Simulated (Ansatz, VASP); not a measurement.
# KI: VASP beside Ansatz

The input INCAR:

```
SYSTEM = KI
ALGO = Normal
EDIFF = 1E-6
ENCUT = 520
GGA = PE
ISIF = 2
ISMEAR = 0
LASPH = .True.
LCHARG = .False.
LREAL = .False.
LWAVE = .False.
NBANDS = 15
NELM = 100
PREC = Accurate
SIGMA = 0.05
```

File KPOINTS:

```
k-points
0
Gamma
  6 6 6
  0 0 0
```

Contents of POSCAR:

```
KI
1.0
    0.0000000000      3.2425860000      3.5245500000
    3.2425860000      0.0000000000      3.5245500000
    3.2425860000      3.2425860000      0.0000000000
K I
1 1
Direct
    0.0000000000      0.0000000000      0.0000000000
    0.5000000000      0.5000000000      0.5000000000
```

Input for Ansatz:

```yaml
crystal:
  lattice:
    - [0.0, 3.242586, 3.52455]
    - [3.242586, 0.0, 3.52455]
    - [3.242586, 3.242586, 0.0]
  atoms:
    - { symbol: K, position: [0.0, 0.0, 0.0] }
    - { symbol: I, position: [0.5, 0.5, 0.5] }
basis:
  ecutwfc: 420
kpoints:
  mp_grid: { grid: [6, 6, 6] }
hamiltonian:
  xc: pbe
scf:
  occupations: { method: gaussian, width: 0.05 }
output:
  forces: true
  stress: true
  eigenvalues: true
```

Change from the starting cell: strain -0.080 along x and y, +0.000 along z, atoms carried along.

Alike in both runs: task single point; functional PBE; k mesh 6 × 6 × 6; occupations gaussian, width 0.05 eV; no spin polarisation.

|  | VASP | Ansatz |
| --- | --- | --- |
| version | VASP 6.6.1 | Ansatz 0.2.0 |
| potentials or method | VASP PAW PBE potentials, release 64 (K_sv, I) | scalar-relativistic, plane waves, PAW |
| plane-wave cutoff (eV) | 520 | 420 |
| valence electrons in the cell | 16 | 26 |

|  | VASP | Ansatz | Ansatz less VASP |
| --- | --- | --- | --- |
| gap on the k mesh at the Fermi level (eV) | 4.33 | 4.34 | +0.007 |
| least direct gap on the mesh (eV) | 4.33 | 4.34 | +0.007 |
| pressure (GPa) | 4.5 | 4.5 | -0.08 |
| largest component of the traceless stress (GPa) | 3.01 | 2.97 | -0.035 |

The two sets of potentials don't hold the same shells in valence.

Caveats: spin-orbit coupling is left out, which moves the levels of the heavy elements. A k mesh can miss the band edges.
